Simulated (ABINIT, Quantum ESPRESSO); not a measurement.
# MgO: changing the pressure

The cell as given:

The structure is cubic, space group Fm-3m (No. 225). Conventional cell: a = 4.194 Å, b = 4.194 Å, c = 4.194 Å, α = 90.00°, β = 90.00°, γ = 90.00°. Around Mg (site symmetry m-3m) lie 6 O at 2.10 Å. Around O (site symmetry m-3m) lie 6 Mg at 2.10 Å.

Kept alike: task relaxation of cell and atoms; functional PBE; k mesh 11 × 11 × 11; occupations fermi-dirac, width 0.05 eV; no spin polarisation. Program: Quantum ESPRESSO, SSSP 1.3 efficiency PBE, cutoff 857 eV. The mesh is that of the run's cell of 2 atoms. No spin-orbit coupling.

```csv
"pressure, P (GPa)",volume (Å³/atom)
0,9.569
2,9.448
5,9.281
10,9.033
20,8.621
30,8.287
```

The relaxations keep at least the cell's symmetry (Fm-3m). The runs follow the start's structure, whether or not it is the stable one at these pressures. P is the pressure aimed at, which the runs meet within some hundredths to tenths of a GPa.

The volume falls from 9.569 to 8.287 Å³/atom between 0 and 30 GPa. The volume falls ever more slowly, since the solid stiffens under load. At the pressures aimed at, which the runs meet within some tenths of a GPa, the step from 0 to 5 GPa gives a mean bulk modulus near 164 GPa, the last step 253 GPa. A twin series (ABINIT, JTH PAW PBE v2.0) moves it by -1.3342 between 0 and 30, against -1.2820 Å³/atom here.
